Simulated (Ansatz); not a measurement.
# SiC (Moissanite) (P6_3mc) in Ansatz: a series of runs

The runs below take SiC (Moissanite) through single point, equation of state, with BPBE.

Everything below comes from runs of Ansatz 0.2.0. Logs are shortened: lines on timing, memory, paths and dates and some standing lists are left out, and cuts for length are marked.

### Step 1. The structure

The structure is hexagonal, space group P6_3mc (No. 186). Conventional cell: a = 3.076 Å, b = 3.076 Å, c = 5.048 Å, α = 90.00°, β = 90.00°, γ = 120.00°. Around Si (site symmetry 3m) lie 4 C at 1.87 to 1.94 Å. Around C (site symmetry 3m) lie 4 Si at 1.87 to 1.94 Å.

### Step 2. Single point, BPBE, 9.72 Å³/atom (volume scaled by 0.94)

Input file input.yaml:

```yaml
crystal:
  lattice:
    - [3.0132068704, 0.0, 0.0]
    - [-1.5066034352, 2.6095136966, 0.0]
    - [0.0, 0.0, 4.9449506768]
  atoms:
    - { symbol: Si, position: [0.6666666667, 0.3333333333, 0.5] }
    - { symbol: Si, position: [0.3333333333, 0.6666666667, 0.0] }
    - { symbol: C, position: [0.6666666667, 0.3333333333, 0.885] }
    - { symbol: C, position: [0.3333333333, 0.6666666667, 0.385] }
hamiltonian:
  xc: { exchange: b88, correlation: pbe }
  pseudopotentials: { kind: paw }
kpoints:
  mp_grid: { grid: [10, 10, 5] }
scf:
  occupations: { method: fermi_dirac, width: 0.05 }
output:
  forces: true
  stress: true
  eigenvalues: true
```

Potentials or basis: Ansatz PAW.

Run with:

```console
$ ansatz run input.yaml --threads 2 --pin off --max-ram 5120MiB --backend cpu --events-out ev --progress --plain --runs-dir out
```

Standard output:

```text
Warning: RAYON_NUM_THREADS=2 ignored (pool sized by the plan → 2); use --threads N
Engine: ansatz 0.2.0, x86_64-unknown-linux-gnu
Pseudopotentials: kind: paw
Pseudopotential: Si, paw, valence charge 4, recommended cutoff 420 eV (normal), Si.paw.azcp
Pseudopotential: C, paw, valence charge 4, recommended cutoff 420 eV (normal), C.paw.azcp
Functional definition: unnamed
  exchange = b88_x
  correlation = pbe_c
Crystal: 4 atoms, lattice volume = 38.882 Å³
Basis set: ecut = 420 eV, 749 PW (Γ), exchange–correlation on 48×48×72 points (8 copies of the dense FFT grid, shifted against one another)
Bands: 12, of which v1, the nominal top of the filled ones, is band 8 counted from 1 (7 counted from 0)
Symmetry: 12 space group operations
Space group: P63mc (ITA 186), of the structure as read, at distance tolerance 3.4e-5 Å
k-points: 42 of 500 (time reversal used)
Non-local potential: Si, projectors of the file, l = 0: 2, l = 1: 2, l = 2: 2
Non-local potential: C, projectors of the file, l = 0: 2, l = 1: 2, l = 2: 1
PAW form: soft (Blöchl's): semilocal exchange-correlation on the pseudo side does not see the compensation charge
PAW frozen core: Si, regenerated for the run's functional, and the local potential with it (the file was generated under x = pbe(κ = 0.804, μ = 0.2195149727645171), c = pbe(β = 0.06672455060314922))
PAW frozen core: C, regenerated for the run's functional, and the local potential with it (the file was generated under x = pbe(κ = 0.804, μ = 0.2195149727645171), c = pbe(β = 0.06672455060314922))
PAW one-centre angular grid: Si, 110 points (default); XC on 64 Gauss nodes
PAW one-centre angular grid: C, 110 points (default); XC on 64 Gauss nodes
Initial density: superposition of atomic densities (neutral atoms: chi_scale 0, normalization atom), corrected by the library's trained network
Initial wavefunctions: pseudopotential atomic-orbital guess
Functional: x = b88, c = pbe(β = 0.06672455060314922)
SCF iter   1: F=—  HF=-1781.136391 eV  |F-HF|=—  |Δ(HF+E_count)|=         —  Δρ=1.56e-3  dr2=4.42e-4  ethr=1.77e-3  ⟨swp⟩=5.2  Hψ=3316  notcnv=0
preconditioner: auto → none  [insulator: Δε(μ)=2.385 eV  Ē_g=12.372 eV  σ=0.050 eV  W_gap=1.00  n_scr=2 (ndim 8)  ℏωp=23.8 eV  f_vac=0.000  D(μ)=0.00/eV (n_scr^D=0)  ε∞_Penn≈4.7]
SCF iter   2: F=—  HF=-1781.136887 eV  |F-HF|=—  |Δ(HF+E_count)|=   4.96e-4  Δρ=7.55e-4  dr2=8.28e-5  ethr=2.76e-6  ⟨swp⟩=2.2  Hψ=1181  notcnv=0
SCF iter   3: F=—  HF=-1781.136983 eV  |F-HF|=—  |Δ(HF+E_count)|=   9.60e-5  Δρ=2.49e-4  dr2=2.41e-5  ethr=5.17e-7  ⟨swp⟩=2.0  Hψ=835  notcnv=0
SCF iter   4: F=—  HF=-1781.136981 eV  |F-HF|=—  |Δ(HF+E_count)|=   2.02e-6  Δρ=4.73e-5  dr2=6.29e-7  ethr=1.51e-7  ⟨swp⟩=2.4  Hψ=821  notcnv=0
iter 5 did not close the SCF: its close was put off for the readings that it lacked (scf_convergence_deferred on its scf_iter line)
SCF iter   5: F=-1781.136981 eV  HF=-1781.136981 eV  |F-HF|=6.37e-9  |Δ(HF+E_count)|=   2.98e-7  Δρ=7.62e-6  dr2=1.91e-8  ethr=3.93e-9  ⟨swp⟩=2.0  Hψ=839  notcnv=0
SCF iter   6: F=-1781.136981 eV  HF=-1781.136981 eV  |F-HF|=2.85e-10  |Δ(HF+E_count)|=  1.68e-10  Δρ=2.21e-6  dr2=1.51e-9  ethr=1.19e-10  ⟨swp⟩=1.6  Hψ=1617  notcnv=0
SCF 1 converged in 6 iterations: F = -1781.136981 eV  dr2 = 1.51e-9
SCF converged after 6 iterations
Free energy (F): -1781.136981 eV
Harris-Foulkes:  -1781.136981 eV  (|F-HF|=2.85e-10)
Internal energy: -1781.136981 eV  (E = F + TS)
E sigma→0 (E₀):  -1781.136981 eV
Fermi energy:    11.722723 eV
--- Per-component energies (eV) ---
  E_band       = 67.314498
  E_kinetic    = 278.878953
  E_local      = -203.956983  (includes V_loc(G=0)·N_el)
  E_nonlocal   = 105.470091
  E_hartree    = 64.215956
  E_xc         = -214.192715
  E_vxc        = -222.464638  (∫ρ·V_xc dr)
  E_paw        = -1231.093818  (= ΣΔE_a)
  E_vpaw       = -19.044468  (= ΣTr[D̂ρ^β])
  E_aug_tail   = 0.000029  (compensation charges beyond the density's cutoff)
  E_ewald      = -580.419505
  E_core_change = -0.038989  (= ΣΔE_core)
  E_smearing   = -0.000000  (= −TS)
  E_closure    = 0.000000  (closes the sum)
  Σ components = -1781.136981   (vs F -1781.136981, Δ=0.00e0)
--- Forces (eV/Å), atoms counted from 1 ---
  atom   1  Si    -0.00000000     0.00000000     0.85585284
  atom   2  Si     0.00000000    -0.00000000     0.85585284
  atom   3  C      0.00000000     0.00000000    -0.85584980
  atom   4  C     -0.00000000    -0.00000000    -0.85584980
  max |Σ_I F_I| component: 6.08e-6 eV/Å
--- Stress (GPa, compression-positive) ---
       22.249507       0.000000       0.000000
        0.000000      22.249507       0.000000
        0.000000       0.000000      14.625489
  P = ⅓ Tr σ = 19.7082 GPa (197.082 kbar)
--- Band table (eV; the first three rows and the last of 42) ---
  k-point 0: bands = ["-5.6577", "-1.9209", "1.5062", "8.9787", "8.9787", "10.2894", "10.2894", "10.5633", "15.7403", "17.2093", "17.4538", "17.4538"]
  k-point 1: bands = ["-5.4536", "-2.6865", "2.6051", "9.0882", "9.0882", "9.4782", "10.1463", "10.1463", "15.9219", "17.5068", "17.5068", "17.9434"]
  k-point 2: bands = ["-4.8501", "-3.8839", "4.7704", "7.2185", "9.3888", "9.3888", "9.7916", "9.7916", "16.4515", "17.2682", "17.8070", "17.8070"]
  k-point 41: bands = ["-0.9174", "-0.5472", "2.4355", "2.7665", "4.2648", "5.0764", "8.2849", "8.7442", "15.4152", "15.7186", "16.4961", "17.6426"]
```

It took 0.92 s on 2 threads of AMD EPYC 7B13 (Zen 3), shared host; peak memory 0.36 GiB.

What came out:

```
Free energy            : -1781.1370 eV
Pressure               : 19.7 GPa
Largest force          : 0.856 eV/Å
Band gap on the k mesh : 2.39 eV, indirect (least direct gap 4.22 eV)
```

Caveat: odd divisions of the mesh miss points on the zone boundary, where band edges often lie, so the gap on the mesh can be too wide; the PAW data sets come from PBE, with cores solved anew for the run's functional, which leaves a small shift of forces and pressure.

### Step 3. Single point, BPBE, 9.93 Å³/atom (volume scaled by 0.96)

input.yaml: that of step 2 with these lines changed.

```diff
@@ -2,5 +2,5 @@
   lattice:
-    - [3.0132068704, 0.0, 0.0]
-    - [-1.5066034352, 2.6095136966, 0.0]
-    - [0.0, 0.0, 4.9449506768]
+    - [3.0344273363, 0.0, 0.0]
+    - [-1.5172136681, 2.6278911591, 0.0]
+    - [0.0, 0.0, 4.9797754205]
   atoms:
```

Potentials or basis: Ansatz PAW.

Run with:

```console
$ ansatz run input.yaml --threads 2 --pin off --max-ram 5120MiB --backend cpu --events-out ev --progress --plain --runs-dir out
```

Run time: 0.87 s. Hardware: 2 threads of AMD EPYC 7B13 (Zen 3), shared host; peak memory 0.36 GiB.

It converged, with:

```
Free energy            : -1781.2235 eV
Pressure               : 13.9 GPa
Largest force          : 0.820 eV/Å
Band gap on the k mesh : 2.42 eV, indirect (least direct gap 4.18 eV)
```

Caveat: odd divisions of the mesh miss points on the zone boundary, where band edges often lie, so the gap on the mesh can be too wide; the PAW data sets come from PBE, with cores solved anew for the run's functional, which leaves a small shift of forces and pressure.

### Step 4. Single point, BPBE, 10.13 Å³/atom (volume scaled by 0.98)

input.yaml: that of step 3 with these lines changed.

```diff
@@ -2,5 +2,5 @@
   lattice:
-    - [3.0344273363, 0.0, 0.0]
-    - [-1.5172136681, 2.6278911591, 0.0]
-    - [0.0, 0.0, 4.9797754205]
+    - [3.0553550827, 0.0, 0.0]
+    - [-1.5276775413, 2.6460151191, 0.0]
+    - [0.0, 0.0, 5.0141197845]
   atoms:
```

Run with:

```console
$ ansatz run input.yaml --threads 2 --pin off --max-ram 5120MiB --backend cpu --events-out ev --progress --plain --runs-dir out
```

It took 0.89 s on 2 threads of AMD EPYC 7B13 (Zen 3), shared host; peak memory 0.37 GiB.

It converged, with:

| Item | Value |
| --- | --- |
| Free energy | -1781.2814 eV |
| Pressure | 8.6 GPa |
| Largest force | 0.786 eV/Å |
| Band gap on the k mesh | 2.46 eV, indirect (least direct gap 4.13 eV) |

Caveat: odd divisions of the mesh miss points on the zone boundary, where band edges often lie, so the gap on the mesh can be too wide; the PAW data sets come from PBE, with cores solved anew for the run's functional, which leaves a small shift of forces and pressure.

### Step 5. Single point, BPBE, 10.34 Å³/atom

input.yaml: that of step 4 with these lines changed.

```diff
@@ -2,5 +2,5 @@
   lattice:
-    - [3.0553550827, 0.0, 0.0]
-    - [-1.5276775413, 2.6460151191, 0.0]
-    - [0.0, 0.0, 5.0141197845]
+    - [3.076, 0.0, 0.0]
+    - [-1.538, 2.663894142, 0.0]
+    - [0.0, 0.0, 5.048]
   atoms:
```

Run with:

```console
$ ansatz run input.yaml --threads 2 --pin off --max-ram 5120MiB --backend cpu --events-out ev --progress --plain --runs-dir out
```

Wall time 0.91 s (2 threads of AMD EPYC 7B13 (Zen 3), shared host); peak memory 0.36 GiB.

Results (log left out):

* Free energy: -1781.3135 eV
* Pressure: 3.8 GPa
* Largest force: 0.753 eV/Å
* Band gap on the k mesh: 2.49 eV, indirect (least direct gap 4.09 eV)

Caveat: odd divisions of the mesh miss points on the zone boundary, where band edges often lie, so the gap on the mesh can be too wide; the PAW data sets come from PBE, with cores solved anew for the run's functional, which leaves a small shift of forces and pressure.

### Step 6. Single point, BPBE, 10.55 Å³/atom (volume scaled by 1.02)

input.yaml: that of step 5 with these lines changed.

```diff
@@ -2,5 +2,5 @@
   lattice:
-    - [3.076, 0.0, 0.0]
-    - [-1.538, 2.663894142, 0.0]
-    - [0.0, 0.0, 5.048]
+    - [3.0963714546, 0.0, 0.0]
+    - [-1.5481857273, 2.6815363392, 0.0]
+    - [0.0, 0.0, 5.0814314379]
   atoms:
@@ -21 +21,5 @@
   eigenvalues: true
+  write_density: true
+  write_potential: true
+  elf: true
+  volumetric_format: npy
```

Potentials or basis: Ansatz PAW.

Run with:

```console
$ ansatz run input.yaml --threads 2 --pin off --max-ram 5120MiB --backend cpu --events-out ev --progress --plain --runs-dir out
```

Run time: 1.2 s. Hardware: 2 threads of AMD EPYC 7B13 (Zen 3), shared host; peak memory 0.37 GiB.

Results (log left out):

```
Free energy            : -1781.3220 eV
Pressure               : -0.5 GPa
Largest force          : 0.723 eV/Å
Band gap on the k mesh : 2.52 eV, indirect (least direct gap 4.05 eV)
```

Caveat: odd divisions of the mesh miss points on the zone boundary, where band edges often lie, so the gap on the mesh can be too wide; the PAW data sets come from PBE, with cores solved anew for the run's functional, which leaves a small shift of forces and pressure.

### Step 7. Single point, BPBE, 10.75 Å³/atom (volume scaled by 1.04)

input.yaml: that of step 6 with these lines changed.

```diff
@@ -2,5 +2,5 @@
   lattice:
-    - [3.0963714546, 0.0, 0.0]
-    - [-1.5481857273, 2.6815363392, 0.0]
-    - [0.0, 0.0, 5.0814314379]
+    - [3.1164783262, 0.0, 0.0]
+    - [-1.5582391631, 2.6989494007, 0.0]
+    - [0.0, 0.0, 5.1144286705]
   atoms:
@@ -21,5 +21 @@
   eigenvalues: true
-  write_density: true
-  write_potential: true
-  elf: true
-  volumetric_format: npy
```

Run with:

```console
$ ansatz run input.yaml --threads 2 --pin off --max-ram 5120MiB --backend cpu --events-out ev --progress --plain --runs-dir out
```

Run time: 0.98 s. Hardware: 2 threads of AMD EPYC 7B13 (Zen 3), shared host; peak memory 0.37 GiB.

It converged, with:

| Property | Result |
| --- | --- |
| Free energy | -1781.3091 eV |
| Pressure | -4.4 GPa |
| Largest force | 0.694 eV/Å |
| Band gap on the k mesh | 2.53 eV, indirect (least direct gap 4.01 eV) |

Caveat: odd divisions of the mesh miss points on the zone boundary, where band edges often lie, so the gap on the mesh can be too wide; the PAW data sets come from PBE, with cores solved anew for the run's functional, which leaves a small shift of forces and pressure.

### Step 8. Single point, BPBE, 10.96 Å³/atom (volume scaled by 1.06)

input.yaml: that of step 7 with these lines changed.

```diff
@@ -2,5 +2,5 @@
   lattice:
-    - [3.1164783262, 0.0, 0.0]
-    - [-1.5582391631, 2.6989494007, 0.0]
-    - [0.0, 0.0, 5.1144286705]
+    - [3.1363290418, 0.0, 0.0]
+    - [-1.5681645209, 2.7161406248, 0.0]
+    - [0.0, 0.0, 5.1470055276]
   atoms:
```

Run with:

```console
$ ansatz run input.yaml --threads 2 --pin off --max-ram 5120MiB --backend cpu --events-out ev --progress --plain --runs-dir out
```

Wall time 1 s (2 threads of AMD EPYC 7B13 (Zen 3), shared host); peak memory 0.37 GiB.

It converged, with:

```yaml
Free_energy: -1781.2769 eV
Pressure: -8.0 GPa
Largest_force: 0.666 eV/Å
Band_gap_on_the_k_mesh: 2.49 eV, indirect (least direct gap 3.97 eV)
```

Caveat: odd divisions of the mesh miss points on the zone boundary, where band edges often lie, so the gap on the mesh can be too wide; the PAW data sets come from PBE, with cores solved anew for the run's functional, which leaves a small shift of forces and pressure.

### Step 9. Equation of state, BPBE

Potentials or basis: Ansatz PAW.

No new run: the results of the series are fitted here.

Results:

| Item | Value |
| --- | --- |
| Equilibrium volume | 10.52 Å³/atom |
| Bulk modulus at fixed shape and positions | 213 GPa |
| Pressure derivative of the bulk modulus | 3.9 |

Energy against volume, from the lowest point:
```
volume (Å³/atom)  energy (meV/atom)
           9.721              46.25
           9.927              24.61
          10.134              10.13
          10.341               2.12
          10.548               0.00
          10.755               3.21
          10.961              11.27
```

Caveat: the potentials were made for another functional, which shifts forces and pressure; the cell was scaled at fixed shape and fractional positions, which overstates the stiffness of a crystal with free parameters, most of all of layers and chains.
